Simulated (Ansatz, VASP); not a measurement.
BaTiO3 in VASP and in Ansatz

```xyz
5
Lattice="3.9531 0.0000 0.0000 0.0000 3.9531 0.0000 0.0000 0.0000 3.9531" Properties=species:S:1:pos:R:3 pbc="T T T"
Ba    1.9766    1.9766    1.9766
Ti    0.0000    0.0000    0.0000
O     1.9766    0.0000    0.0000
O     0.0000    1.9766    0.0000
O     0.0000    0.0000    1.9766
```

Change from the starting cell: volume scaled by 0.96, crystal datasets.

Alike in both runs: task electric field gradients; functional PBE; k mesh 8 × 8 × 8; occupations fermi-dirac, width 0.05 eV; no spin polarisation.

```csv
,VASP,Ansatz
version,VASP 6.6.1,Ansatz 0.2.0
potentials or method,"VASP PAW PBE potentials, release 64 (Ba_sv, Ti_sv, O), cutoff 520 eV","all-electron PAW with datasets made for the crystal, scalar-relativistic"
```

Ansatz gave:

| Quantity | Value |
| --- | --- |
| gap on the k mesh at the Fermi level (eV) | 1.88 |
| pressure (GPa) | 9.1 |
| Vzz of the field gradient on the site that differs most (V/Å²) | 21.6 |

Q: Which values does VASP return?

A: gap on the k mesh at the Fermi level (eV): 1.82; pressure (GPa): 11.1; Vzz of the field gradient on the site that differs most (V/Å²): 21.5.

Ansatz ran all-electron here, so the differences hold the error of VASP's frozen core and of both bases. Ansatz warned: «gradients_without_spin_orbit».

Caveats: spin-orbit coupling is left out, which moves the levels of the heavy elements. A k mesh can miss the band edges.
